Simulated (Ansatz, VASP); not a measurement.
## In3Se: VASP beside Ansatz

The input INCAR:

```
PREC = Accurate ; ENCUT = 520
EDIFF = 1E-6 ; ISMEAR = -1
SIGMA = 0.05 ; LREAL = F
LASPH = T ; NELM = 100
ALGO = Normal ; ISIF = 2
LWAVE = F ; LCHARG = F
GGA = PS ; NBANDS = 30
```

KPOINTS

```
regular mesh
0
Gamma
  6 6 6
```

File POSCAR:

```
In3Se
1.0
    4.8037580000      0.0000000000      0.0000000000
    0.0000000000      4.8037580000      0.0000000000
    0.0000000000      0.0000000000      4.8037580000
In Se
3 1
Direct
    0.5000000000      0.5000000000      0.0000000000
    0.5000000000      0.0000000000      0.5000000000
    0.0000000000      0.5000000000      0.5000000000
    0.0000000000      0.0000000000      0.0000000000
```

Contents of input.yaml:

```yaml
crystal:
  lattice:
    - [4.803758, 0.0, 0.0]
    - [0.0, 4.803758, 0.0]
    - [0.0, 0.0, 4.803758]
  atoms:
    - { symbol: In, position: [0.5, 0.5, 0.0] }
    - { symbol: In, position: [0.5, 0.0, 0.5] }
    - { symbol: In, position: [0.0, 0.5, 0.5] }
    - { symbol: Se, position: [0.0, 0.0, 0.0] }
kpoints:
  mp_grid: { grid: [6, 6, 6] }
  band_path:
    path:
      - [0.0, 0.0, 0.0]
      - [0.0, 0.5, 0.0]
      - [0.5, 0.5, 0.0]
      - [0.0, 0.0, 0.0]
      - [0.5, 0.5, 0.5]
      - [0.0, 0.5, 0.0]
    npoints: 8
scf:
  occupations: { method: fermi_dirac, width: 0.05 }
hamiltonian:
  xc: pbesol
  pseudopotentials: { kind: all_electron, lapw: { basis_error: 0.002 } }
output:
  forces: true
  stress: true
  eigenvalues: true
```

Alike in both runs: functional PBEsol; k mesh 6 × 6 × 6; occupations fermi-dirac, width 0.05 eV; no spin polarisation.

|  | VASP | Ansatz |
| --- | --- | --- |
| version | VASP 6.6.1 | Ansatz 0.2.0 |
| potentials or method | VASP PAW PBE potentials, release 64 (In_d, Se) | all-electron LAPW, scalar-relativistic |
| plane-wave cutoff (eV) | 520 | see its input |
| task | single point | band structure |

```csv
,VASP,Ansatz,Ansatz less VASP
gap on the k mesh at the Fermi level (eV),none,none,-
pressure (GPa),-3.0,-2.9,+0.04
```

A gap of «none» marks a metal or a gap that the smearing closes. Ansatz ran all-electron here, so the differences hold the error of VASP's frozen core and of both bases.

Caveats: the PAW data sets were made with another functional, which shifts forces and pressure a little (VASP); spin-orbit coupling is left out, which moves the levels of the heavy elements (Ansatz).
